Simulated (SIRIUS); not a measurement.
GaAs: equation of state with WC

GaAs:

```
As Ga
1.0
     0.00000    2.82685    2.82685
     2.82685    0.00000    2.82685
     2.82685    2.82685    0.00000
As Ga
1 1
Direct
  0.75000 0.75000 0.75000
  0.00000 0.00000 0.00000
```

* Program: SIRIUS 7.12.0
* Task: equation of state
* Functional: WC
* Potentials or basis: all-electron FP-LAPW
* Cutoff: 193 eV
* Basis: apw+lo standard
* k mesh: 8 × 8 × 8
* Occupations: fermi-dirac, width 0.05 eV
* Spin: no spin polarisation
* Muffin tin radii: As 2.23, Ga 2.23 bohr
* Basis cutoff (gk_cutoff): 3.77 1/bohr
* Cutoff of density and potential (pw_cutoff): 20 1/bohr
* lmax of the basis: 10
* lmax of density and potential: 8
* Valence relativity: iora
* Core states: As 1s2s2p, Ga 1s2s2p
* Local orbitals (radial functions): As 14, Ga 14
* Smallest sphere radius times basis cutoff: 8.41

| Property | Result |
| --- | --- |
| Equilibrium volume | 22.68 Å³/atom (rough: see the caveat) |
| Bulk modulus | 69 GPa (rough) |

Energy against volume, from the lowest point:
```tsv
volume (Å³/atom)	energy (meV/atom)
21.234	21.51
21.686	9.76
22.138	2.94
22.590	0.00
23.041	1.03
23.493	6.13
23.945	14.24
```

All runs of the series together: 7.9 min on 1 thread of Arm Neoverse V1 (shared host).

Caveat: the fit is doubtful: noisy points or a state that changes with volume.
